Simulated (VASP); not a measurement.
Input of a VASP 6.6.1 run:

INCAR

```
SYSTEM = Al
  PREC = Accurate
  ENCUT = 520
  EDIFF = 1E-6
  ISMEAR = 1
  SIGMA = 0.1
  LREAL = .FALSE.
  LASPH = .TRUE.
  NELM = 80
  ALGO = Fast
  ISIF = 2
  LWAVE = .FALSE.
  LCHARG = .FALSE.
  GGA = PS
  IBRION = 2
  NSW = 40
  EDIFFG = -0.02
```

File KPOINTS:

```
regular mesh
0
G
  11 12 12
  0 0 0
```

POSCAR

```
Al
1.0
   -1.5759003900      1.6569236100      1.6579838500
    1.4794763400     -1.5976414500      1.5022776300
    1.6144548200      1.6361958800     -1.5987016800
Al
1
Direct
    0.0000000000      0.0000000000      0.0000000000
```

Potentials or basis: VASP PAW PBE potentials, release 64 (Al).

Launch:

```sh
$ cat potpaw_PBE.64/Al/POTCAR > POTCAR
$ mpirun -np 1 vasp_std > vasp.out
```

(1) Estimate the band gap on the k mesh.

## Answers

(1) none (metal or under the smearing width).

Caveat: the relaxation stopped at its first step, so nothing moved.
